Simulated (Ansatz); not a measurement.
Crystal: CdS (Hawleyite).

```
CELL_PARAMETERS angstrom
0.00000 2.91650 2.91650
2.91650 0.00000 2.91650
2.91650 2.91650 0.00000
ATOMIC_POSITIONS crystal
Cd 0.00000 0.00000 0.00000
S 0.75000 0.75000 0.75000
```

| Item | Value |
| --- | --- |
| Program | Ansatz 0.2.0 |
| Task | relaxation of cell and atoms |
| Functional | BLYP |
| Dispersion | D4 |
| Potentials or basis | all-electron LAPW, scalar-relativistic |
| Basis error allowed | 0.001 eV/atom |
| k mesh | 8 × 8 × 8 |
| Occupations | fermi-dirac, width 0.05 eV |
| Spin | no spin polarisation |

At the start: volume 24.81 Å³/atom.

Task: Where does the relaxation end?

Result: Over 4 steps the energy falls by 3.7 meV/atom and the volume is 25.52 Å³/atom (+2.9 %); space group F-43m (No. 216, to 0.05 Å).

The path:
```csv
step,energy change (eV),largest force (eV/Å),volume (Å³)
1,0.0000,0.0000,49.62
2,-0.0074,0.0000,50.98
3,-0.0074,0.0000,51.04
4,-0.0074,0.0000,51.04
```

Final structure:
```cif
data_structure
_symmetry_space_group_name_H-M 'P 1'
_symmetry_Int_Tables_number 1
_cell_length_a 4.1636
_cell_length_b 4.1636
_cell_length_c 4.1636
_cell_angle_alpha 60.000
_cell_angle_beta 60.000
_cell_angle_gamma 60.000
_cell_volume 51.04
loop_
_atom_site_label
_atom_site_type_symbol
_atom_site_fract_x
_atom_site_fract_y
_atom_site_fract_z
_atom_site_occupancy
Cd1 Cd 0.00000 0.00000 0.00000 1
S1 S 0.75000 0.75000 0.75000 1
```
